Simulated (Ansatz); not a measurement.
## CdF2 under changes of volume

One of the cells (13.035 Å³/atom); the others are scaled copies at fixed shape and fractional positions:

```
Cd F
1.0
     0.00000    2.69400    2.69400
     2.69400    0.00000    2.69400
     2.69400    2.69400    0.00000
Cd F
1 2
Direct
  0.00000 0.00000 0.00000
  0.75000 0.75000 0.75000
  0.25000 0.25000 0.25000
```

```yaml
Program: Ansatz 0.2.0
Functional: r2SCAN
Potentials_or_basis: Ansatz PAW
Cutoff: "500 eV (not typed: the program's choice for these potentials)"
k_mesh: 9 × 9 × 9
Occupations: fermi-dirac, width 0.05 eV
Spin: no spin polarisation
```

```tsv
volume (Å³/atom)	energy over the lowest point (meV/atom)	pressure (GPa)	gap on the mesh (eV)
12.253	18.82	8.1	4.05
12.513	8.07	5.1	3.98
12.774	1.98	2.4	3.90
13.035	0.00	0.0	3.82
13.295	?	?	?
13.556	6.74	-4.0	3.68
13.817	14.66	-5.7	3.61
```

Task: What does the run at 13.295 Å³/atom give?

Result: Energy over the lowest point 1.74 meV/atom; pressure -2.1 GPa; gap on the mesh 3.75 eV.

Worked out: A Birch-Murnaghan fit of order 3 (a polynomial in V^(-2/3)) to the other rows has its minimum at 13.04 Å³/atom with B0 = V·E''(V) = 113 GPa and B' = 4.9. It gives 1.73 meV/atom at 13.295 Å³/atom, against the run's 1.74, and -dE/dV = -2.1 GPa, against -2.1. A straight line through the other rows of the gap, of slope -3.69 eV per unit of ln V, gives 3.75 eV, against the run's 3.75.

Energies are extrapolated to zero smearing.

Caveats: odd divisions of the mesh miss points on the zone boundary, where band edges often lie, so the gap on the mesh can be too wide; the PAW data sets come from PBE, with cores solved anew for the run's functional, which leaves a small shift of forces and pressure.

A mesh can miss the band edges. Spin-orbit coupling on Cd is left out.
